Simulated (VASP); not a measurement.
# LiH: band structure with HSE06

Crystal: LiH.

```
Li H
1.0
     0.00000    2.03675    2.03675
     2.03675    0.00000    2.03675
     2.03675    2.03675    0.00000
Li H
1 1
Cartesian
  0.0000 0.0000 0.0000
  2.0368 2.0368 2.0368
```

```
Program                            : VASP 6.6.1
Task                               : band structure
Functional                         : HSE06
Potentials or basis                : VASP PAW PBE potentials, release 64 (Li_sv, H)
Cutoff                             : 520 eV
k mesh                             : 8 × 8 × 8
Occupations                        : gaussian, width 0.02 eV
Spin                               : no spin polarisation
Ladder                             : gaps
Grid for exact exchange (PRECFOCK) : Fast
Screening parameter                : 0.2 1/A
Further INCAR settings             : ALGO = Normal; EDIFF = 1e-06; NBANDS = 9
```

| Property | Result |
| --- | --- |
| Band gap on the k mesh | 4.01 eV, direct |
| Band gap along the path | 4.01 eV, direct |

Levels at the corners of the path, in eV from the valence-band top:
```csv
point,band 1,band 2,band 3,band 4,band 5,band 6
Γ,-47.34,-5.88,17.32,18.99,18.99,18.99
X,-47.29,0.00,4.01,11.95,11.95,14.99
X,-47.29,0.00,4.01,11.95,11.95,14.99
W,-47.29,-0.22,6.35,6.35,12.78,18.77
W,-47.29,-0.22,6.35,6.35,12.78,18.77
K,-47.29,-0.50,5.19,8.61,13.08,17.23
K,-47.29,-0.50,5.19,8.61,13.08,17.23
Γ,-47.34,-5.88,17.32,18.99,18.99,18.99
Γ,-47.34,-5.88,17.32,18.99,18.99,18.99
L,-47.30,-2.73,5.85,14.84,17.59,17.59
L,-47.30,-2.73,5.85,14.84,17.59,17.59
U,-47.29,-0.50,5.19,8.61,13.08,17.23
U,-47.29,-0.50,5.19,8.61,13.08,17.23
W,-47.29,-0.22,6.35,6.35,12.78,18.77
W,-47.29,-0.22,6.35,6.35,12.78,18.77
L,-47.30,-2.73,5.85,14.84,17.59,17.59
L,-47.30,-2.73,5.85,14.84,17.59,17.59
K,-47.29,-0.50,5.19,8.61,13.08,17.23
U,-47.29,-0.50,5.19,8.61,13.08,17.23
X,-47.29,0.00,4.01,11.95,11.95,14.99
```

It took 3.2 min on 4 MPI ranks on AMD EPYC 7R13 Processor (Zen 3), with other jobs on the host, peak memory 0.25 GiB a rank.
